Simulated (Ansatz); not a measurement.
**Li (hcp type): a single-point run**

The task is a single-point run on Li (hcp type). The structure is shown as the input types it.

Program: Ansatz 0.2.0. Level of theory: DFT, PBE, PAW with Ansatz's default frozen-core files, scalar-relativistic. These are calculated values, not measurements.

**1. The system as given**

Symmetry: P6_3/mmc, No. 194, hexagonal system. Conventional cell: a = 3.085 Å, b = 3.085 Å, c = 5.045 Å, α = 90.00°, β = 90.00°, γ = 120.00°. Li (site symmetry -6m2) is surrounded by 12 Li at 3.08 to 3.09 Å.

As a file:

```
Li
1.0
     3.08466    0.00000    0.00000
    -1.54233    2.67140    0.00000
     0.00000    0.00000    5.04466
Li
2
Direct
  0.33333 0.66667 0.25000
  0.66667 0.33333 0.75000
```

**2. Input and run**

The input, input.yaml:

```yaml
crystal:
  lattice:
    - [3.084664909, 0.0, 0.0]
    - [-1.5423324545, 2.6713981734, 0.0]
    - [0.0, 0.0, 5.0446620624]
  atoms:
    - { symbol: Li, position: [0.3333333333, 0.6666666667, 0.25] }
    - { symbol: Li, position: [0.6666666667, 0.3333333333, 0.75] }
kpoints:
  mp_grid: { grid: [16, 16, 9] }
scf:
  occupations: { method: fermi_dirac, width: 0.05 }
  max_iter: 60
hamiltonian:
  xc: pbe
  pseudopotentials: { kind: paw }
output:
  forces: true
  stress: true
  eigenvalues: true
  efg: { contact_densities: true }
basis:
  ecutwfc: "120 eV"
```

Started as:

```bash
> ansatz run input.yaml --threads 1 --pin off --max-ram 2048MiB --backend cpu --events-out ev --progress --plain --runs-dir out
```

What happens when this is run?

This run ends as converged, with warnings (cutoff below recommended). Its log warns: «basis.ecutwfc = 120 eV is below the records' recommended 420 eV ...»

Look at the input: basis.ecutwfc is 120 eV. With so few plane waves the basis is incomplete by a wide margin. The potentials' recommended cutoff is 420 eV.

Run again and compare: delete basis.ecutwfc (the default then holds).
